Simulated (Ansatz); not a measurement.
KNbO₃, space group Pm-3m, a frozen displacement of one atom

Computed with the Ansatz DFT code, driven from Python.

Script `push_knbo3.py`:
```python
import ansatz as az
import numpy as np

structure = (
    az.Lattice.of((4.02918278, 0.0, 0.0), (0.0, 4.02918278, 0.0), (0.0, 0.0, 4.02918278))
    .atom("K", (0.0, 0.0, 0.0))
    .atom("Nb", (0.5, 0.5, 0.5))
    .atom("O", (0.0, 0.5, 0.5))
    .atom("O", (0.5, 0.0, 0.5))
    .atom("O", (0.5, 0.5, 0.0))
)

inverse = np.linalg.inv(np.array(structure.lattice.vectors))
home = np.array(structure.sites[0].position)
values = np.linspace(-0.2, 0.2, 5)
energies, pulls = [], []
for shift in values:
    moved = structure.move(0, to=home + shift * inverse[0])
    setup = moved.calculation()
    setup = setup.functional("pbe")
    setup = setup.pseudopotentials("paw").basis(31 * az.Ry)
    setup = setup.kpoints(6, 6, 6)
    setup = setup.occupations("Fixed")
    setup = setup.forces()
    r = setup.run(threads=1).report
    energies.append(r["free_energy_ev"])
    pulls.append(r["forces_ev_ang"][0][0])

print("shift (A)   dE (eV)   force along x (eV/A)")
for shift, e, f in zip(values, energies, pulls):
    print(f"{shift:8.3f} {e - energies[2]:10.5f} {f:12.4f}")
print(f"stiffness from energies {2 * np.polyfit(values, energies, 2)[0]:.3f}, from forces {-np.polyfit(values, pulls, 1)[0]:.3f} eV/A^2")
```

Output of `python push_knbo3.py`:
```text
shift (A)   dE (eV)   force along x (eV/A)
  -0.200    0.07297       0.7381
  -0.100    0.01809       0.3628
   0.000    0.00000      -0.0000
   0.100    0.01809      -0.3628
   0.200    0.07297      -0.7381
stiffness from energies 3.653, from forces 3.678 eV/A^2
```

The curvature of the energy gives 3.653 eV/Å² and the slope of the force 3.678 eV/Å², a positive curvature.

Notes:
- No spin polarisation was allowed.
- This is a high-temperature or high-pressure form, not the ambient phase.
- This cell is a computed structure, which may not be the phase found in nature.
- All periodic images of the atom move with it, so the curvature is one diagonal element of the zone-centre force constants and no normal mode; a positive value doesn't exclude soft modes in which several atoms move.
- Finished in 19 s on 1 thread of Arm Neoverse V2, on a shared host, peak memory 0.43 GiB.
